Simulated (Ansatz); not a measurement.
The system is CuO.

```
Cu O
1.0
     2.83633    0.00000    0.00000
    -1.41816    2.45633    0.00000
     0.00000    0.00000    2.76811
Cu O
1 1
Cartesian
  0.0000 0.0000 0.0000
  1.4182 0.8188 1.3841
```

Measurements of this composition are mostly on another form, of space group No. 15.

- Program: Ansatz 0.2.0
- Task: relaxation of cell and atoms
- Functional: PBE
- Potentials or basis: Ansatz PAW
- Cutoff: 420 eV (not typed: the program's choice for these potentials)
- k mesh: 11 × 11 × 10
- Occupations: fermi-dirac, width 0.05 eV
- Spin: no spin polarisation
- Hubbard terms: Cu d U = 5.3 eV

At the start: volume 9.64 Å³/atom.

Question: Where does the relaxation end?

Answer: It ends after 8 steps and the volume is 9.92 Å³/atom (+2.9 %); space group P-6m2 (No. 187, to 0.05 Å).

Step by step:
| step | energy change (eV) | largest force (eV/Å) | volume (Å³) |
| --- | --- | --- | --- |
| 1 | 0.0000 | 0.0000 | 19.29 |
| 2 | -0.0200 | 0.0000 | 19.59 |
| 3 | -0.0225 | 0.0000 | 19.77 |
| 4 | -0.0224 | 0.0000 | 19.80 |
| 5 | -0.0224 | 0.0000 | 19.80 |
| 6 | -0.0261 | 0.0000 | 19.80 |
| 7 | -0.0260 | 0.0000 | 19.84 |
| 8 | -0.0262 | 0.0000 | 19.84 |

Final structure:
```
Cu O
1.0
     2.91824    0.00000    0.00000
    -1.45912    2.52727    0.00000
     0.00000    0.00000    2.69050
Cu O
1 1
Direct
  0.00000 0.00000 0.00000
  0.66667 0.33333 0.50000
```

Caveat: the plane-wave basis is chosen anew once the cell has moved, so the energies of steps on either side of that aren't comparable; the pressure holds a Pulay correction of +0.7 GPa for the finite cutoff; an odd number of electrons without spin polarisation forces a metal; a magnetic or distorted state may lie lower; the run has no spin polarisation, though such a crystal can be magnetic; U without spin polarisation on a metal has little footing.
